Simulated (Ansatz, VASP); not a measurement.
## CdS in VASP and in Ansatz

```
Cd S
1.0
     0.00000    2.79096    2.67933
     2.79096    0.00000    2.67933
     2.79096    2.79096    0.00000
Cd S
1 1
Cartesian
  0.0000 0.0000 0.0000
  2.7910 2.7910 2.6793
```

Alike in both runs: task single point; functional PBE; k mesh 12 × 12 × 12; occupations gaussian, width 0.03 eV; no spin polarisation.

|  | VASP | Ansatz |
| --- | --- | --- |
| version | VASP 6.6.1 | Ansatz 0.2.0 |
| potentials or method | VASP PAW PBE potentials, release 64 (Cd, S) | scalar-relativistic, plane waves, PAW |
| plane-wave cutoff (eV) | 520 | 420 |
| valence electrons in the cell | 18 | 26 |

|  | VASP | Ansatz | Ansatz less VASP |
| --- | --- | --- | --- |
| gap on the k mesh at the Fermi level (eV) | 0.06 | 0.07 | +0.008 |
| least direct gap on the mesh (eV) | 1.47 | 1.49 | +0.024 |
| pressure (GPa) | 0.2 | -0.2 | -0.37 |
| largest component of the traceless stress (GPa) | 2.01 | 1.92 | -0.095 |

The two sets of potentials don't hold the same shells in valence.
